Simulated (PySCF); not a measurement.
Structure elucidation problem

An unknown has the formula C6H15N. Its calculated NMR data are:

¹H NMR (400 MHz, computed): δ 2.03 (q, 6H), 1.04 (t, 9H).

¹³C{¹H} NMR (computed): δ 47.6 (CH2), 16.0 (CH3).

Computational details: geometry from PBE0-D3(BJ)/def2-SVP, GIAO PBE0/pcSseg-1 shieldings, in PySCF (gas phase, equivalent nuclei averaged, non-relativistic Hamiltonian, one conformer).

Chemical shifts δ = σref − σ; ¹H and ¹³C vs TMS, all at this level.

Task: Deduce the structure.

Result: 
- Rings plus π bonds: 0.
- 2 carbon signals for 6 carbons: some carbons are equivalent by symmetry or fast rotation.
- Carbon types of the structure: 3 × CH2, 3 × CH3, which accounts for all hydrogens.
- δC 47.6: sp3 CH2 bonded to N; the inductive effect lowers its shielding.
- δC 16.0: methyl carbon; saturated and bonded to C and H only.
- δH 2.03: hydrogen on an sp3 CH2 bonded to N.
- δH 1.04: hydrogen on a methyl carbon.

The compound is triethylamine.

The data come from this structure; uniqueness wasn't tested.

Shifts are as computed. Against solution values, carbons near 30 ppm lie about +2 ppm off and those near 130 ppm about +4 ppm. Of 246 compounds with measured shifts, 49 miss one by over three times the rms of a fit or turn the order of signals round; such compounds aren't used in these exercises. No couplings were computed; multiplicities are counted from neighbouring protons, with m where these are inequivalent, close in shift, in a saturated or five-membered ring or joined by F or P, and br s for small geminal =CH2 splittings.
